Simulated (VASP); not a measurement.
# MgAl2C2 (P-3m1): formation energy of the defect C_i (12-fold void), part 9 of 9

Wanted: what the defect C_i (12-fold void) costs in MgAl2C2 (P-3m1) and how the lattice relaxes round it. The start is a computed cell from the Materials Project.

VASP 6.6.1, plane waves and PAW; the level of theory is named at each step.

So far. Step 11 (Going on with the relaxation): The run ended after 13 ionic steps, 0.014 eV above its first step, once the forces on the free atoms met EDIFFG = -0.03. Step 11 (Going on with the relaxation): After the relaxation C lies 0.97 Å from the centre of its site, and its nearest atoms are 2 C at 1.62 Å.

## (12) Relaxing the defect, charge -2

This step: PBEsol; plane waves and PAW (Mg, Al, C) (VASP 6.6.1).

This cell carries charge -2, set by NELECT and balanced by a uniform background.

INCAR

```
SYSTEM = Mg18Al36C37
PREC = Normal
ENCUT = 400
EDIFF = 1E-05
NELM = 120
ISMEAR = 0
SIGMA = 0.05
LREAL = Auto
ALGO = Fast
GGA = PS
NELECT = 294
LORBIT = 11
LWAVE = True
LCHARG = .FALSE.
IBRION = 2
NSW = 50
ISIF = 2
EDIFFG = -0.03
POTIM = 0.4
MAXMIX = 40
ISYM = 0
```

POSCAR

```
Mg18Al36C37
1.0
   10.1295331515      0.0000000000      0.0000000000
   -5.0647665759      8.7724329060      0.0000000000
    0.0000000000      0.0000000000     11.5386279424
Mg Al C
18 36 37
Direct
    0.0000000000      0.0000000000      0.0000000000
    0.0000000000      0.0000000000      0.5000000000
[... 2 atom lines left out ...]
    0.0000000000      0.6666666700      0.0000000000
    0.0000000000      0.6666666700      0.5000000000
[... 2 atom lines left out ...]
    0.3333333300      0.3333333300      0.0000000000
    0.3333333300      0.3333333300      0.5000000000
    0.3333333300      0.6666666700      0.0000000000
    0.3333333300      0.6666666700      0.5000000000
    0.6666666700      0.0000000000      0.0000000000
    0.6666666700      0.0000000000      0.5000000000
    0.6666666700      0.3333333300      0.0000000000
    0.6666666700      0.3333333300      0.5000000000
    0.6666450200      0.6660563300      0.0005268100
    0.6637879100      0.6636925100      0.5002002800
[... 4 atom lines left out ...]
    0.2222222200      0.4444444400      0.1751338600
[... 4 atom lines left out ...]
    0.1111111100      0.8888888900      0.3248661400
[... 3 atom lines left out ...]
    0.4444444400      0.2222222200      0.3248661400
[... 2 atom lines left out ...]
    0.5617391800      0.4531577500      0.1725314900
    0.4417474200      0.5575697100      0.3226803000
[... 2 atom lines left out ...]
    0.5522208800      0.7764421900      0.1793647800
    0.4444444400      0.8888888900      0.3248661400
[... 2 atom lines left out ...]
    0.8888888900      0.1111111100      0.1751338600
[... 3 atom lines left out ...]
    0.8888888900      0.4444444400      0.1751338600
    0.7761268500      0.5548480200      0.3239984700
[... 2 atom lines left out ...]
    0.8872319800      0.7839752500      0.1735669700
    0.7742760200      0.8910052100      0.3239436600
[... 7 atom lines left out ...]
    0.2222222200      0.4444444400      0.3652076800
[... 2 atom lines left out ...]
    0.1111111100      0.8888888900      0.1347923200
[... 3 atom lines left out ...]
    0.4444444400      0.2222222200      0.1347923200
[... 3 atom lines left out ...]
    0.4423505300      0.5543650600      0.1361755100
    0.5548303500      0.4453947500      0.3647487000
    0.4444444400      0.5555555600      0.6347923200
    0.5555555600      0.4444444400      0.8652076800
    0.4444444400      0.8888888900      0.1347923200
    0.5540875000      0.7785695000      0.3670280500
[... 1 atom line left out ...]
    0.5555555600      0.7777777800      0.8652076800
[... 1 atom line left out ...]
    0.8888888900      0.1111111100      0.3652076800
[... 2 atom lines left out ...]
    0.7774445000      0.5545532000      0.1367506400
    0.8888888900      0.4444444400      0.3652076800
    0.7777777800      0.5555555600      0.6347923200
[... 1 atom line left out ...]
    0.7781591900      0.8877275000      0.1346370000
    0.8883400800      0.7752243700      0.3669723800
    0.7777777800      0.8888888900      0.6347923200
    0.8888888900      0.7777777800      0.8652076800
    0.6653830000      0.6678064200      0.2436104300
```

KPOINTS

```
Automatic mesh
0
Gamma
2 2 1
0 0 0
```

PAW data sets: Mg, Al and C (PBE family, release 64).

Run with:

```bash
$ export OMP_NUM_THREADS=8
$ mpirun -np 1 vasp_std
```

Log:

```text
[... set-up lines as in an earlier step ...]
 entering main loop
       N       E                     dE             d eps       ncg     rms          rms(c)
DAV:   1     0.755263589233E+03    0.75526E+03   -0.10504E+05  1560   0.107E+03
DAV:   2    -0.480257654707E+03   -0.12355E+04   -0.11759E+04  1948   0.203E+02
DAV:   3    -0.591284123043E+03   -0.11103E+03   -0.10996E+03  1856   0.596E+01
DAV:   4    -0.594715689863E+03   -0.34316E+01   -0.34205E+01  1896   0.111E+01
DAV:   5    -0.594822642936E+03   -0.10695E+00   -0.10686E+00  1920   0.201E+00BRMIX: very serious problems
 the old and the new charge density differ
 old charge density:   292.00000 new  293.99998
    0.422E+01
RMM:   6    -0.517880842333E+03    0.76942E+02   -0.24954E+02  1545   0.222E+01    0.144E+01
RMM:   7    -0.520031378209E+03   -0.21505E+01   -0.62695E+01  1544   0.131E+01    0.109E+01
RMM:   8    -0.518665632053E+03    0.13657E+01   -0.86116E+00  1551   0.477E+00    0.760E+00
RMM:   9    -0.519141058812E+03   -0.47543E+00   -0.73527E+00  1553   0.422E+00    0.511E+00
[...]
RMM:  17    -0.517975864558E+03    0.14030E-04   -0.12453E-04  1501   0.173E-02    0.373E-02
RMM:  18    -0.517975844355E+03    0.20202E-04   -0.29793E-05  1065   0.863E-03    0.869E-03
RMM:  19    -0.517975842964E+03    0.13916E-05   -0.10537E-05   964   0.530E-03
   1 F= -.51797584E+03 E0= -.51795375E+03  d E =-.517976E+03
[... from here on, the cycles between the ionic steps are left out ...]
   2 F= -.51919324E+03 E0= -.51918330E+03  d E =-.121740E+01
   3 F= -.51940371E+03 E0= -.51939461E+03  d E =-.142787E+01
   4 F= -.51981827E+03 E0= -.51981103E+03  d E =-.414561E+00
   5 F= -.51983513E+03 E0= -.51982830E+03  d E =-.431419E+00
   6 F= -.51996519E+03 E0= -.51995921E+03  d E =-.130057E+00
   7 F= -.51999053E+03 E0= -.51998515E+03  d E =-.155401E+00
   8 F= -.52007401E+03 E0= -.52006887E+03  d E =-.834843E-01
   9 F= -.52008932E+03 E0= -.52008426E+03  d E =-.987873E-01
  10 F= -.52015779E+03 E0= -.52015388E+03  d E =-.684746E-01
  11 F= -.52017035E+03 E0= -.52016709E+03  d E =-.810377E-01
  12 F= -.52021738E+03 E0= -.52021512E+03  d E =-.470280E-01
  13 F= -.52022182E+03 E0= -.52021995E+03  d E =-.514657E-01
  14 F= -.52025288E+03 E0= -.52025189E+03  d E =-.310619E-01
  15 F= -.52025627E+03 E0= -.52025566E+03  d E =-.344479E-01
  16 F= -.52028551E+03 E0= -.52028547E+03  d E =-.292459E-01
[...]
hard stop encountered!  aborting job ...
[...]
|     The electronic self-consistency was not achieved in the given           |
[...]
soft stop encountered!  aborting job ...
  17 F= -.52029605E+03 E0= -.52029605E+03  d E =-.106115E-05
 writing wavefunctions
 deleting file STOPCAR
```

Wall time 4.3 min (1 × NVIDIA H100 80GB HBM3, 81559 MiB with 1 MPI rank of AMD EPYC 7R13 (Zen 3), shared host); peak memory 2.1 GiB.

The run was stopped at its time limit, so it gives no result of its own.

## (13) Formation energies

This step: point defect, PBEsol; plane waves and PAW (VASP 6.6.1).

Derived from the runs above.

Numbers from this step:

- gap of the perfect supercell, on its mesh: 1.858 eV
- dielectric constant in the correction: 21.10

Levels and occupations at the first k-point; a full level shows 1, which is two electrons in a run without spin and one in a spin channel. Single-particle levels, in eV, zero at the valence-band top of the host:

```
        conduction bottom  valence top
q = +1               1.86         0.00
```

|  | spin | occupation | energy (eV) |
| --- | --- | --- | --- |
| q = +1 | up | 1 | 0.44 |
| q = +1 | down | 0 | 0.85 |

E_f is E(defect cell) less E(perfect cell), corrected for the atoms exchanged with their references. For charge q, q times the Fermi level (the perfect cell's valence-band top plus E_F) and an image-charge term are added.

References, in eV an atom: C -9.632 (crystal Fd-3m). They were run at the supercell's cutoff and functional, without U, and count both elements from their own phases.

By charge state:

| charge | formation energy, Fermi level at the valence-band top (eV) | of which image charge (eV) | shift of the far core potentials (eV) | moment (μB) | largest move from the displaced start (Å) |
| --- | --- | --- | --- | --- | --- |
| +1 | 5.278 | 0.065 | 0.077 | 1.00 | 0.91 |

The potential shift aligns the single-particle levels and is not added to the energies; levels within 0.4 eV of an edge, or in cells whose shift exceeds 0.2 eV, are left out, since at this cell size they may be band states; some may be the defect's own.

## (14) Summary of results

```
formation energy at charge +1             : 5.278 eV
gap of the perfect supercell, on its mesh : 1.86 eV
```

In words: The defect C_i (12-fold void) costs 5.28 eV with the Fermi level at the valence-band top, with every exchanged atom at the energy of its element. At charge +1: After the relaxation C lies 0.97 Å from the centre of its site, and its nearest atoms are 2 C at 1.62 Å. Carbon counts from diamond, not from graphite, the stable form. The supercell of 90 atoms is small, so interactions between images remain.

[Lines on the potential files, build, host, timing and source positions are cut from VASP's logs without a mark.]

[Logs are printed without paths, hosts, clocks, repeated set-up lines and the standing remarks that a program may print on its own settings, such as how far it seeks lower states.]

[Hosts, paths, dates, database ids (printed as entryN), source tags and the programs' standing remarks are cut or masked in the printed files.]

[In band tables of VASP the shares of atoms and orbitals are scaled to a sum of 1 inside the atoms' spheres.]

[Runs that stopped without an error message from VASP are left out.]
